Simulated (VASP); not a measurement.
Runs of VASP 6.6.1 on BeSe. All rows change the cell; the cell of one of them follows. Symmetry: I-4m2, No. 119, tetragonal system. The conventional cell has a = 3.629 Å, b = 3.629 Å, c = 5.186 Å, α = 90.00°, β = 90.00°, γ = 90.00°. Around Be (site symmetry -4m2) lie 4 Se at 2.23 Å. Around Se (site symmetry -4m2) lie 4 Be at 2.23 Å. The cell was built by a generator and needn't be a form met in nature.

```csv
level,cell,k mesh,smearing,exchange at q = 0,grid for exact exchange (PRECFOCK),screening parameter,gap on the mesh (eV),pressure (GPa)
HSE06,epitaxial_xy strain -0.6%,6 × 6 × 6,gaussian 0.01 eV,truncated,Normal,0.2079 1/A,3.44,(a)
r2SCAN,hydrostatic strain +1.1%,8 × 8 × 8,gaussian 0.01 eV,-,-,-,3.19,-2.3
r2SCAN,biaxial_xy strain -1.2%,8 × 8 × 8,gaussian 0.01 eV,-,-,-,(b),2.4
PBE,hydrostatic strain +1.1%,8 × 8 × 8,fermi-dirac 0.02 eV,-,-,-,2.71,-1.6
```

Alike in all rows: task single point; potentials or basis VASP PAW PBE potentials, release 64 (Be, Se); no spin polarisation; cutoff (eV) 520.

**Question.** Estimate the missing entries.

**Answer.** (a) -0.2; (b) 3.02.

Caveats: the PAW data sets were made with another functional, which shifts forces and pressure a little (some runs).

A k mesh can miss the band edges, and the runs leave out spin-orbit coupling on Se.
